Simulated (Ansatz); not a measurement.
**MgS (Fm-3m) under strain**

MgS (started from an entry of an open crystallographic database), relaxed with r2SCAN in the plane-wave code Ansatz. Space group Fm-3m (No. 225), cubic; conventional cell a = 5.203 Å, 17.61 Å³ an atom. Mg is surrounded by 6 S at 2.60 Å; S is surrounded by 6 Mg at 2.60 Å.

The axes x, y and z are those of this cell:
```
CELL_PARAMETERS angstrom
0.00000 2.60152 2.60152
2.60152 0.00000 2.60152
2.60152 2.60152 0.00000
ATOMIC_POSITIONS crystal
Mg 0.00000 0.00000 0.00000
S 0.50000 0.50000 0.50000
```

Unstrained: PBE gives an indirect gap of 2.790 eV, from Γ to X; the least direct gap is 3.723 eV at Γ. The r2SCAN gap is indirect, 3.463 eV (Γ to X), below the direct gap of 4.642 eV at Γ. HSE06 gives an indirect gap of 3.804 eV, from Γ to X; the least direct gap is 4.827 eV at Γ. Meshes: PBE 8×8×8, r2SCAN 8×8×8, HSE06 6×6×6. Strains are changes of length per length, and xy shears are angles. After each strain the atoms were relaxed again with r2SCAN within the symmetry that the strain leaves, so tilts or polar shifts that break it weren't tested; points keep the names that they have in the unstrained zone. No spin polarisation and no zero-point or thermal motion.

Changes of the least gap in eV (an overlap counts as a negative gap):
```json
{"strain": "uniaxial +5.45 % along z", "volume change (%)": "+5.4", "space group": "I4/mmm", "PBE": "-0.307", "r2SCAN": "-0.313", "HSE06": "-0.342", "G0W0@PBE (mesh)": "-0.35", "energy rise, r2SCAN (meV/atom)": "19.9"}
{"strain": "isotropic +5.19 % on every length", "volume change (%)": "+16.4", "space group": "Fm-3m", "PBE": "-0.338", "r2SCAN": "-0.340", "HSE06": "-0.386", "G0W0@PBE (mesh)": "-0.45", "energy rise, r2SCAN (meV/atom)": "91.1"}
{"strain": "xy shear, engineering strain (angle) +1.69 %", "volume change (%)": "0.0", "space group": "Immm", "PBE": "-0.089", "r2SCAN": "-0.095", "HSE06": "-0.094", "G0W0@PBE (mesh)": "-0.09", "energy rise, r2SCAN (meV/atom)": "0.9"}
{"strain": "epitaxial -2.05 % in the xy plane, free normal strain +1.25 %", "volume change (%)": "-2.9", "space group": "I4/mmm", "PBE": "-0.077", "r2SCAN": "-0.081", "HSE06": "-0.083", "G0W0@PBE (mesh)": "-0.07", "energy rise, r2SCAN (meV/atom)": "8.5"}
```
Unstrained, G0W0@PBE with 146 empty bands, a screening cutoff of 150 eV and a 6×6×6 mesh gives 4.20 eV on its mesh; the band count follows the volume. No extrapolation in bands, cutoff or mesh was made for G0W0.

Uniaxial +5.45 % along z, other directions held. HSE06: the gap goes from 3.804 to 3.462 eV (-0.342 eV); with r2SCAN the top three valence levels at Γ, degenerate before, become 1+2 from the top over 206 meV. Stress change with r2SCAN, compression positive: xx -2.14, yy -2.14, zz -5.96 GPa.

Isotropic +5.19 % on every length. HSE06: the gap goes from 3.804 to 3.418 eV (-0.386 eV). Stress change with r2SCAN, compression positive: xx -8.91, yy -8.91, zz -8.91 GPa. For HSE06, dE_g/d ln V = -2.5 eV over this step.

Xy shear, engineering strain (angle) +1.69 %. HSE06: the gap goes from 3.804 to 3.710 eV (-0.094 eV); with r2SCAN the top three valence levels at Γ, degenerate before, become 1+1+1 from the top over 160 meV. Stress change with r2SCAN, compression positive: xx +0.01, yy +0.01, zz -0.01, xy -1.02 GPa.

Epitaxial -2.05 % in the xy plane, free normal strain +1.25 %. HSE06: the gap goes from 3.804 to 3.721 eV (-0.083 eV); with r2SCAN the top three valence levels at Γ, degenerate before, become 1+2 from the top over 133 meV. Stress change with r2SCAN, compression positive: xx +3.98, yy +3.98, zz 0.00 GPa.

The meshes of the hybrids are coarse, so their gaps aren't converged to the digits shown.

The splittings at Γ are without spin-orbit coupling, which regroups them where it is of like size or larger.
